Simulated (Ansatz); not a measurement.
# HfO2 (P2_1/c): the host for defect calculations, part 2 of 2

Before any defect goes in: HfO2 (P2_1/c) at rest, and how it screens a charge.

Ansatz 0.2.0; plane-wave PAW DFT, PBEsol; relaxation of the host's cell and atoms; PAW set soft_1 (the session's first sound run).

So far. Step 3 (Dielectric tensors of the host): The principal values of the electronic dielectric tensor are 4.69, 5.07 and 5.10. The principal values of the static dielectric tensor are 14.94, 18.84 and 20.97.

## (4) Defect free supercell relaxed in its symmetry

This cell, the one that will hold the defects, is built from the relaxed host. Its coarser k-points can move the atoms a little, so it is relaxed from the symmetric sites, as the reference for the test of stability.

This step: plane-wave PAW DFT, PBEsol; relaxation of the defect-free supercell in its symmetry; PAW set soft_1 (Ansatz 0.2.0).

System of this step: HfO2 (P2_1/c). The cell holds 192 atoms: 64 Hf and 128 O. Its edges and angles: a = 14.777 Å, b = 13.384 Å, c = 14.530 Å, α = 63.8°, β = 65.4°, γ = 61.9°.

File pristine.symmetric/input.yaml:

```yaml
crystal:
  lattice:
    - [-1.7563578074, 10.3550596564, 10.3946748381]
    - [8.4357679857, 0.0, 10.3913749106]
    - [10.1921257932, 10.3550596564, -0.0032999275]
  atoms:
    - { symbol: Hf, position: [0.2220135549, 0.13207995, 0.0064973572] }
    - { symbol: Hf, position: [0.4720135549, 0.38207995, 0.2564973572] }
    - { symbol: Hf, position: [0.0064973572, 0.3894091378, 0.4720135549] }
    - { symbol: Hf, position: [0.2564973572, 0.1394091378, 0.2220135549] }
    - { symbol: Hf, position: [0.0279864451, 0.11792005, 0.2435026428] }
    - { symbol: Hf, position: [0.2779864451, 0.36792005, 0.4935026428] }
    - { symbol: Hf, position: [0.2435026428, 0.3605908622, 0.2779864451] }
    - { symbol: Hf, position: [0.4935026428, 0.1105908622, 0.0279864451] }
    - { symbol: O, position: [0.0686716536, 0.4213392062, 0.3022266226] }
    - { symbol: O, position: [0.3186716536, 0.1713392062, 0.0522266226] }
    - { symbol: O, position: [0.0522266226, 0.2077625175, 0.0686716536] }
    - { symbol: O, position: [0.3022266226, 0.4577625175, 0.3186716536] }
    - { symbol: O, position: [0.1813283464, 0.3286607938, 0.4477733774] }
    - { symbol: O, position: [0.4313283464, 0.0786607938, 0.1977733774] }
    - { symbol: O, position: [0.1977733774, 0.0422374825, 0.1813283464] }
    - { symbol: O, position: [0.4477733774, 0.2922374825, 0.4313283464] }
    - { symbol: O, position: [0.1517383512, 0.0186528838, 0.0169945642] }
    - { symbol: O, position: [0.4017383512, 0.2686528838, 0.2669945642] }
    - { symbol: O, position: [0.0169945642, 0.0626142008, 0.4017383512] }
    - { symbol: O, position: [0.2669945642, 0.3126142008, 0.1517383512] }
    - { symbol: O, position: [0.0982616488, 0.2313471162, 0.2330054358] }
    - { symbol: O, position: [0.3482616488, 0.4813471162, 0.4830054358] }
    - { symbol: O, position: [0.2330054358, 0.1873857992, 0.3482616488] }
    - { symbol: O, position: [0.4830054358, 0.4373857992, 0.0982616488] }
    - { symbol: Hf, position: [0.2220135549, 0.13207995, 0.5064973572] }
    - { symbol: Hf, position: [0.4720135549, 0.38207995, 0.7564973572] }
    - { symbol: Hf, position: [0.0064973572, 0.3894091378, 0.9720135549] }
    - { symbol: Hf, position: [0.2564973572, 0.1394091378, 0.7220135549] }
    - { symbol: Hf, position: [0.0279864451, 0.11792005, 0.7435026428] }
    - { symbol: Hf, position: [0.2779864451, 0.36792005, 0.9935026428] }
[... 156 atom lines left out ...]
    - { symbol: O, position: [0.5169945642, 0.5626142008, 0.9017383512] }
    - { symbol: O, position: [0.7669945642, 0.8126142008, 0.6517383512] }
    - { symbol: O, position: [0.5982616488, 0.7313471162, 0.7330054358] }
    - { symbol: O, position: [0.8482616488, 0.9813471162, 0.9830054358] }
    - { symbol: O, position: [0.7330054358, 0.6873857992, 0.8482616488] }
    - { symbol: O, position: [0.9830054358, 0.9373857992, 0.5982616488] }
basis:
  ecutwfc: 420
  xc_grid: 2
hamiltonian:
  xc: pbesol
  pseudopotentials: { kind: paw, azcp: { folder: soft_1 }, xc_functional: pbe }
kpoints:
  mp_grid: { grid: [1, 1, 1] }
scf:
  occupations: { method: fermi_dirac, width: 0.01 }
  max_iter: 100
  lower_state_search: "off"
output:
  forces: true
relax:
  f_tol: 0.015
  max_steps: 60
  escape_saddle: false
checkpoint:
  write: "../pristine.symmetric.run"
  compress: false
  write_wavefunctions: false
  write_every: 100000
```

The run is started by

```
$ ansatz run input.yaml --threads 32 --pin off --max-ram 84787MiB --backend cuda --events-out ev --progress --plain --runs-dir out --max-vram 78GiB
```

Numbers of over 12 decimals in the logs are rounded to 6 here.

Output:

```text
[...]
device memory: the entry about to start is reckoned to put 8.6 GiB on a device that reports 166.6 GiB free (of which the cap on the GPU budget leaves the run 78.0 GiB)
GPU FFT provider: cuFFT
GPU libraries: cuBLAS 13.8.1, cuFFT 12.4.0, cuSOLVER 12.3.2
GPU matrix products: emulated (plane waves: as basis.precision tells), large ones in fixed point in workspaces of 1.00 GiB
Crystal: 192 atoms, lattice volume = 2193.989 Å³
Basis set: ecut = 420 eV, 42955 PW (Γ), exchange–correlation on 200×180×200 points (8 copies of the dense FFT grid, shifted against one another)
Bands: 1460, of which v1, the nominal top of the filled ones, is band 1216 counted from 1 (1215 counted from 0)
Symmetry: 64 space group operations
[...]
k-points: 1
[...]
GPU buffer pool allocated for 900000 grid points (all kernels)
GPU transforms: local potential and band sums: pruned to the plane-wave sphere, on 100×90×100
[...]
SCF iter   1: F=—  HF=-1070516.498257 eV  |Δ(HF+E_count)|=         —  Δρ=9.34e-2  dr2=1.56e2  Hψ=4330
[...]
SCF iter  10: F=-1070468.197255 eV  HF=-1070468.197254 eV  |Δ(HF+E_count)|=   2.01e-5  Δρ=1.37e-5  dr2=4.48e-6  Hψ=6326
SCF 1 converged in 10 iterations: F = -1070468.197255 eV  dr2 = 4.48e-6
[...]
relax step   1: F+E_penalty+E_count = -1070468.19725539 eV  Δ(F+E_penalty+E_count) = +0.000e0 eV  max|allowed force component| = 4.767e-3 eV/Å  Δτ_max = 0.0000 Å  (10 SCF iters, dr2 threshold 5.63e-6 eV, accepted)
[...]
SCF iter   4: F=-1070468.197257 eV  HF=-1070468.197257 eV  |Δ(HF+E_count)|=   3.77e-7  Δρ=1.40e-6  dr2=4.41e-8  Hψ=6244
SCF 2 converged in 4 iterations: F = -1070468.197257 eV  dr2 = 4.41e-8
relax step   2: F+E_penalty+E_count = -1070468.19725708 eV  Δ(F+E_penalty+E_count) = -1.689e-6 eV  max|allowed force component| = 4.743e-3 eV/Å  Δτ_max = 0.0000 Å  (4 SCF iters, accepted)
SCF converged after 4 iterations
Free energy (F): -1070468.197257 eV
[...]
Internal energy: -1070468.197257 eV  (E = F + TS)
E sigma→0 (E₀):  -1070468.197257 eV
Fermi energy:    14.979889 eV
[...]
--- Forces (eV/Å), atoms counted from 1 ---
  atom   1  Hf    -0.00139577     0.00398353    -0.00321811
  atom   2  Hf    -0.00139577     0.00398353    -0.00321811
  atom   3  Hf     0.00139577     0.00398353     0.00321811
  atom   4  Hf     0.00139577     0.00398353     0.00321811
  atom   5  Hf     0.00139577    -0.00398353     0.00321811
  atom   6  Hf     0.00139577    -0.00398353     0.00321811
  [... 186 more lines of this table ...]
  max |Σ_I F_I| component: 4.29e-17 eV/Å
--- Relaxed structure (2 steps of the walk, 2 accepted, 0 SCFs on fresh bases) ---
[...]
atoms:
    - { symbol: Hf, position: [0.222014, 0.132080, 0.006497] }
    - { symbol: Hf, position: [0.472014, 0.382080, 0.256497] }
    - { symbol: Hf, position: [0.006497, 0.389409, 0.4720135549] }
    - { symbol: Hf, position: [0.256497, 0.139409, 0.2220135549] }
    - { symbol: Hf, position: [0.027986, 0.117920, 0.2435026428] }
    - { symbol: Hf, position: [0.2779864451, 0.367920, 0.4935026428] }
  [... 186 more lines of this table ...]
```

The job ended after 3.2 s (1 × NVIDIA GB200 with 32 threads of Arm Neoverse V2, shared host; peak memory 1.3 GiB).

No atom moved by 0.005 Å in the relaxation.

## (5) Defect free supercell relaxed from displaced atoms

This step: plane-wave PAW DFT, PBEsol; relaxation of the defect-free supercell from random displacements, a test of the host's stability; PAW set soft_1 (Ansatz 0.2.0).

pristine.rattled/input.yaml, as its differences from pristine.symmetric/input.yaml of step 4:

```diff
@@ -59,6 +59,6 @@
   f_tol: 0.015
-  max_steps: 60
-  escape_saddle: false
+  max_steps: 120
+  random_displacement: { amplitude: 0.06, seed: 4763 }
 checkpoint:
-  write: "../pristine.symmetric.run"
+  write: "../pristine.rattled.run"
   compress: false
```

Output:

```text
[...]
Crystal: 192 atoms, lattice volume = 2193.989 Å³
Basis set: ecut = 420 eV, 42955 PW (Γ), exchange–correlation on 200×180×200 points (8 copies of the dense FFT grid, shifted against one another)
Bands: 1460, of which v1, the nominal top of the filled ones, is band 1216 counted from 1 (1215 counted from 0)
Symmetry: 1 space group operations
k-points: 1
[...]
SCF iter   1: F=—  HF=-1070511.293965 eV  |Δ(HF+E_count)|=         —  Δρ=9.40e-2  dr2=1.60e2  Hψ=4330
[...]
SCF iter   2: F=—  HF=-1070474.532394 eV  |Δ(HF+E_count)|=    3.68e1  Δρ=4.20e-2  dr2=3.64e1  Hψ=2838
[...]
SCF iter  11: F=-1070461.835217 eV  HF=-1070461.835217 eV  |Δ(HF+E_count)|=   3.49e-6  Δρ=1.48e-5  dr2=4.28e-6  Hψ=6703
SCF 1 converged in 11 iterations: F = -1070461.835217 eV  dr2 = 4.28e-6
[...]
relax step   1: F+E_penalty+E_count = -1070461.83521725 eV  Δ(F+E_penalty+E_count) = +0.000e0 eV  max|allowed force component| = 2.660e0 eV/Å  Δτ_max = 0.0000 Å  (11 SCF iters, dr2 threshold 5.63e-6 eV, accepted)
[...]
relax step   2: F+E_penalty+E_count = -1070466.33607294 eV  Δ(F+E_penalty+E_count) = -4.501e0 eV  max|allowed force component| = 1.444e0 eV/Å  Δτ_max = 0.1352 Å  (8 SCF iters, dr2 threshold 1.00e-4 eV, accepted)
relax step   3: F+E_penalty+E_count = -1070468.19183386 eV  Δ(F+E_penalty+E_count) = -1.856e0 eV  max|allowed force component| = 6.276e-2 eV/Å  Δτ_max = 0.0881 Å  (7 SCF iters, dr2 threshold 1.00e-4 eV, accepted)
relax step   4: F+E_penalty+E_count = -1070468.19183841 eV  Δ(F+E_penalty+E_count) = -4.556e-6 eV  max|allowed force component| = 6.277e-2 eV/Å  Δτ_max = 0.0000 Å  (5 SCF iters, accepted)
relax step   5: F+E_penalty+E_count = -1070468.19754298 eV  Δ(F+E_penalty+E_count) = -5.705e-3 eV  max|allowed force component| = 6.114e-3 eV/Å  Δτ_max = 0.0106 Å  (7 SCF iters, dr2 threshold 2.46e-7 eV, accepted)
[...]
SCF iter   1: F=—  HF=-1070468.197079 eV  |Δ(HF+E_count)|=         —  Δρ=1.83e-6  dr2=5.94e-8  Hψ=4582
[...]
SCF iter   2: F=—  HF=-1070468.197543 eV  |Δ(HF+E_count)|=   4.63e-4  Δρ=1.04e-6  dr2=2.53e-8  Hψ=5124
SCF iter   3: F=-1070468.197543 eV  HF=-1070468.197543 eV  |Δ(HF+E_count)|=   8.38e-9  Δρ=5.79e-7  dr2=9.26e-9  Hψ=3959
SCF 6 converged in 3 iterations: F = -1070468.197543 eV  dr2 = 9.26e-9
relax step   6: F+E_penalty+E_count = -1070468.19754298 eV  Δ(F+E_penalty+E_count) = -2.328e-9 eV  max|allowed force component| = 6.136e-3 eV/Å  Δτ_max = 0.0000 Å  (3 SCF iters, accepted)
SCF converged after 3 iterations
Free energy (F): -1070468.197543 eV
[...]
Internal energy: -1070468.197543 eV  (E = F + TS)
E sigma→0 (E₀):  -1070468.197543 eV
Fermi energy:    14.978853 eV
[...]
--- Forces (eV/Å), atoms counted from 1 ---
  atom   1  Hf    -0.00002566    -0.00327761    -0.00149698
  atom   2  Hf     0.00191136    -0.00157871    -0.00083608
  atom   3  Hf     0.00013563     0.00105747     0.00246915
  atom   4  Hf     0.00088601    -0.00031622    -0.00043923
  atom   5  Hf     0.00010006     0.00018431     0.00007074
  atom   6  Hf     0.00153773     0.00442864    -0.00066031
  [... 186 more lines of this table ...]
  max |Σ_I F_I| component: 1.44e-4 eV/Å
--- Relaxed structure (6 steps of the walk, 6 accepted, 0 SCFs on fresh bases) ---
[...]
atoms:
    - { symbol: Hf, position: [0.222066, 0.131984, 0.006752] }
    - { symbol: Hf, position: [0.472060, 0.381972, 0.256758] }
    - { symbol: Hf, position: [0.006597, 0.389330, 0.472228] }
    - { symbol: Hf, position: [0.256576, 0.139354, 0.222224] }
    - { symbol: Hf, position: [0.028024, 0.117905, 0.243670] }
    - { symbol: Hf, position: [0.278032, 0.367896, 0.493657] }
  [... 186 more lines of this table ...]
```

It took 9.1 s on 1 × NVIDIA GB200 with 32 threads; peak memory 1.3 GiB.

Relaxation path:

| step | energy less that of the first step (eV) | largest force component (eV/Å) |
| --- | --- | --- |
| 1 | 0.0000 | 2.6599 |
| 2 | -4.5009 | 1.4439 |
| 3 | -6.3566 | 0.0628 |
| 4 | -6.3566 | 0.0628 |
| 5 | -6.3623 | 0.0061 |
| 6 | -6.3623 | 0.0061 |

The relaxation ends 33 meV an atom lower than the displaced start, with a largest force component of 0.0061 eV/Å.

## (6) Host on a dense mesh

This step: plane-wave PAW DFT, PBEsol; single point of the defect-free host, a test of the k-point sampling; PAW set soft_1 (Ansatz 0.2.0).

System of this step: HfO2 (P2_1/c). It takes space group P2_1/c (No. 14, monoclinic). The conventional cell has a = 5.096 Å, b = 5.178 Å, c = 5.271 Å, α = 90.00°, β = 99.61°, γ = 90.00°. Nearest to Hf lie 7 O at 2.04 to 2.23 Å. Nearest to O lie 4 Hf at 2.14 to 2.23 Å. Nearest to O lie 3 Hf at 2.04 to 2.13 Å. Farther neighbours and most contacts between anions are not listed.

File dense/input.yaml:

```yaml
crystal:
  lattice:
    - [5.0960628966, 0.0, -0.0016499638]
    - [0.0, 5.1775298282, 0.0]
    - [-0.8781789037, 0.0, 5.197337419]
  atoms:
    - { symbol: Hf, position: [0.2771546146, 0.4570218243, 0.70818701] }
    - { symbol: Hf, position: [0.7228453854, 0.9570218243, 0.79181299] }
    - { symbol: Hf, position: [0.7228453854, 0.5429781757, 0.29181299] }
    - { symbol: Hf, position: [0.2771546146, 0.0429781757, 0.20818701] }
    - { symbol: O, position: [0.4471316577, 0.7417965525, 0.9800217198] }
    - { symbol: O, position: [0.5528683423, 0.2417965525, 0.5199782802] }
    - { symbol: O, position: [0.5528683423, 0.2582034475, 0.0199782802] }
    - { symbol: O, position: [0.4471316577, 0.7582034475, 0.4800217198] }
    - { symbol: O, position: [0.0712948959, 0.3374658308, 0.3407824699] }
    - { symbol: O, position: [0.9287051041, 0.8374658308, 0.1592175301] }
    - { symbol: O, position: [0.9287051041, 0.6625341692, 0.6592175301] }
    - { symbol: O, position: [0.0712948959, 0.1625341692, 0.8407824699] }
basis:
  ecutwfc: 420
  xc_grid: 2
hamiltonian:
  xc: pbesol
  pseudopotentials: { kind: paw, azcp: { folder: soft_1 }, xc_functional: pbe }
kpoints:
  mp_grid: { grid: [6, 6, 6] }
scf:
  occupations: { method: fermi_dirac, width: 0.01 }
  max_iter: 100
  lower_state_search: "off"
checkpoint:
  write: "../dense.run"
  compress: false
  write_wavefunctions: false
  write_every: 100000
```

Output:

```text
[...]
GPU FFT provider: cuFFT
GPU libraries: cuBLAS 13.8.1, cuFFT 12.4.0, cuSOLVER 12.3.2
[...]
Crystal: 12 atoms, lattice volume = 137.124 Å³
Basis set: ecut = 420 eV, 2689 PW (Γ), exchange–correlation on 72×72×72 points (8 copies of the dense FFT grid, shifted against one another)
Bands: 88, of which v1, the nominal top of the filled ones, is band 76 counted from 1 (75 counted from 0)
Symmetry: 4 space group operations
[...]
k-points: 80 of 216
[...]
GPU buffer pool allocated for 46656 grid points (all kernels)
[...]
SCF iter   1: F=—  HF=-66907.277840 eV  |Δ(HF+E_count)|=         —  Δρ=9.33e-2  dr2=9.75e0  Hψ=21800
[...]
SCF iter  11: F=-66904.260422 eV  HF=-66904.260422 eV  |Δ(HF+E_count)|=   1.75e-7  Δρ=3.89e-6  dr2=2.11e-8  Hψ=20073
SCF 1 converged in 11 iterations: F = -66904.260422 eV  dr2 = 2.11e-8
[...]
SCF converged after 11 iterations
Free energy (F): -66904.260422 eV
[...]
Internal energy: -66904.260422 eV  (E = F + TS)
E sigma→0 (E₀):  -66904.260422 eV
Fermi energy:    14.981107 eV
[...]
```

The job ended after 2 s (1 × NVIDIA GB200 with 32 threads; peak memory 0.98 GiB).

## (7) Defect free supercell at the zone centre

The supercell is run at the zone centre, to see how far that sampling misses the dense mesh.

System of this step: HfO2 (P2_1/c). The cell holds 192 atoms: 64 Hf and 128 O. Its edges and angles: a = 14.777 Å, b = 13.384 Å, c = 14.530 Å, α = 63.8°, β = 65.4°, γ = 61.9°.

pristine.sampling_gamma/input.yaml, as its differences from pristine.rattled/input.yaml of step 5:

```diff
@@ -55,10 +55,4 @@
   lower_state_search: "off"
-output:
-  forces: true
-relax:
-  f_tol: 0.015
-  max_steps: 120
-  random_displacement: { amplitude: 0.06, seed: 4763 }
 checkpoint:
-  write: "../pristine.rattled.run"
+  write: "../pristine.sampling_gamma.run"
   compress: false
```

Output:

```text
[...]
GPU FFT provider: cuFFT
GPU libraries: cuBLAS 13.8.1, cuFFT 12.4.0, cuSOLVER 12.3.2
[...]
Crystal: 192 atoms, lattice volume = 2193.989 Å³
Basis set: ecut = 420 eV, 42955 PW (Γ), exchange–correlation on 200×180×200 points (8 copies of the dense FFT grid, shifted against one another)
Bands: 1408, of which v1, the nominal top of the filled ones, is band 1216 counted from 1 (1215 counted from 0)
Symmetry: 64 space group operations
[...]
k-points: 1
[...]
GPU buffer pool allocated for 900000 grid points (all kernels)
[...]
SCF iter   1: F=—  HF=-1070516.510278 eV  |Δ(HF+E_count)|=         —  Δρ=9.34e-2  dr2=1.56e2  Hψ=4273
[...]
SCF iter  12: F=-1070468.197257 eV  HF=-1070468.197257 eV  |Δ(HF+E_count)|=   2.37e-7  Δρ=1.65e-6  dr2=4.23e-8  Hψ=4699
SCF 1 converged in 12 iterations: F = -1070468.197257 eV  dr2 = 4.23e-8
[...]
SCF converged after 12 iterations
Free energy (F): -1070468.197257 eV
[...]
Internal energy: -1070468.197257 eV  (E = F + TS)
E sigma→0 (E₀):  -1070468.197257 eV
Fermi energy:    14.979894 eV
[...]
```

Wall time 2.5 s (1 × NVIDIA GB200 with 32 threads); peak memory 1.3 GiB.

## (8) What came out

| Quantity | Value |
| --- | --- |
| primitive cell vectors, lengths | 5.096, 5.178, 5.271 Å |
| electronic dielectric constant | principal values (4.69, 5.07, 5.10) |
| static dielectric constant | principal values (14.94, 18.84, 20.97) |
| gap on the k-mesh of the response run (PBEsol) | 4.03 eV |
| supercell relaxed in its symmetry less the displaced and relaxed one | 0.000 eV |
| energy an atom at the zone centre alone less that on the dense mesh | 0.000 eV |

**Reading.** Step 5: The energy fell by 6.362 eV from the randomly displaced start; the atoms end within 0.005 Å of the sites as typed, once the mean shift is taken out. The displaced cell ends within 0.01 eV of the symmetric one relaxed in its symmetry, so no lower structure shows in this supercell. The k-mesh can miss the band edges, so this gap is an upper bound at this level. All at zero temperature.

[Logs are printed without paths, hosts, clocks, repeated set-up lines and the standing remarks that a program may print on its own settings, such as how far it seeks lower states.]

[Hosts, paths, dates, database ids (printed as entryN), source tags and the programs' standing remarks are cut or masked in the printed files.]

[Runs of the host that timed out are not shown.]

[For some hosts the program warned that the k-mesh of the response run may be too coarse for force constants and the static dielectric constant; such warnings are not always shown.]
